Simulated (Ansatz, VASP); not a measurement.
# TePb: VASP beside Ansatz

INCAR

```
SYSTEM = TePb
ALGO = Normal
EDIFF = 1E-6
EDIFFG = -0.02
ENCUT = 600
GGA = RE
IBRION = 2
ISIF = 3
ISMEAR = -1
IVDW = 12
LASPH = .True.
LCHARG = .False.
LREAL = .False.
LWAVE = .False.
NELM = 80
NSW = 40
PREC = Accurate
SIGMA = 0.05
```

KPOINTS

```
k-points
0
Gamma
  7 7 7
  0 0 0
```

The input POSCAR:

```
TePb
1.0
    0.0000000000      3.2310000000      3.2310000000
    3.2310000000      0.0000000000      3.2310000000
    3.2310000000      3.2310000000      0.0000000000
Pb Te
1 1
Direct
    0.0000000000      0.0000000000      0.0000000000
    0.5000000000      0.5000000000      0.5000000000
```

File input.yaml:

```yaml
crystal:
  lattice:
    - [0.0, 3.231, 3.231]
    - [3.231, 0.0, 3.231]
    - [3.231, 3.231, 0.0]
  atoms:
    - { symbol: Pb, position: [0.0, 0.0, 0.0] }
    - { symbol: Te, position: [0.5, 0.5, 0.5] }
hamiltonian:
  xc: revpbe
  pseudopotentials: { kind: paw }
  dispersion: d3bj
kpoints:
  mp_grid: { grid: [7, 7, 7] }
scf:
  occupations: { method: fermi_dirac, width: 0.05 }
output:
  forces: true
  stress: true
  eigenvalues: true
  write_density: true
  write_potential: true
  elf: true
  volumetric_format: npy
relax:
  f_tol: 0.01
  max_steps: 40
  cell: { stress_tol: 0.05 }
```

Alike in both runs: task relaxation of cell and atoms; functional revPBE; dispersion D3(BJ); k mesh 7 × 7 × 7; occupations fermi-dirac, width 0.05 eV; no spin polarisation.

|  | VASP | Ansatz |
| --- | --- | --- |
| version | VASP 6.6.1 | Ansatz 0.2.0 |
| potentials or method | VASP PAW PBE potentials, release 64 (Pb_d, Te) | Ansatz PAW |
| plane-wave cutoff (eV) | 600 | 420 |
| valence electrons in the cell | 20 | 30 |

Ansatz gave:

```
gap on the k mesh at the Fermi level, each at its own relaxed structure (eV) : 1.03
relaxed volume (Å³/atom)                                                     : 33.37
relaxed cell length with the largest relative difference (Å)                 : 4.553
```

What did VASP give for the same quantities?

gap on the k mesh at the Fermi level, each at its own relaxed structure (eV): 1.03; relaxed volume (Å³/atom): 33.36; relaxed cell length with the largest relative difference (Å): 4.553.

The two sets of potentials don't hold the same shells in valence.

Caveats: the PAW data sets were made with another functional, which shifts forces and pressure a little (VASP); the plane-wave basis is chosen anew once the cell has moved, so the energies of steps on either side of that aren't comparable (Ansatz); the PAW data sets come from PBE, with cores solved anew for the run's functional, which leaves a small shift of forces and pressure (Ansatz). Spin-orbit coupling is left out, which matters for the levels of Pb, Te.
